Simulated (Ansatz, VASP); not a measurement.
# CdF2 in VASP and in Ansatz

```xyz
3
Lattice="0.0000 2.6971 2.6971 2.6971 0.0000 2.6971 2.6971 2.6971 0.0000" Properties=species:S:1:pos:R:3 pbc="T T T"
Cd    0.0000    0.0000    0.0000
F     1.3486    1.3486    1.3486
F     4.0457    4.0457    4.0457
```

Alike in both runs: task relaxation of cell and atoms; functional PBE; k mesh 8 × 8 × 8; occupations gaussian, width 0.0233 eV; no spin polarisation.

```csv
,VASP,Ansatz
version,VASP 6.6.1,Ansatz 0.2.0
potentials or method,"VASP PAW PBE potentials, release 64 (Cd, F)",PAW plane waves
plane-wave cutoff (eV),600,420
valence electrons in the cell,26,34
```

|  | VASP | Ansatz | Ansatz less VASP |
| --- | --- | --- | --- |
| gap on the k mesh at the Fermi level, each at its own relaxed structure (eV) | 2.87 | 2.92 | +0.046 |
| relaxed volume (Å³/atom) | 13.79 | 13.72 | -0.067 |
| relaxed cell length with the largest relative difference (Å) | 3.882 | 3.876 | -0.0063 |
| energy change over the relaxation (meV/atom) | -12 | -10 | +1.9 |

The two sets of potentials don't hold the same shells in valence.

A k mesh can miss the band edges. Zero-point motion and thermal expansion aren't in these numbers. PBE usually gives volumes a little too large and moduli too small.
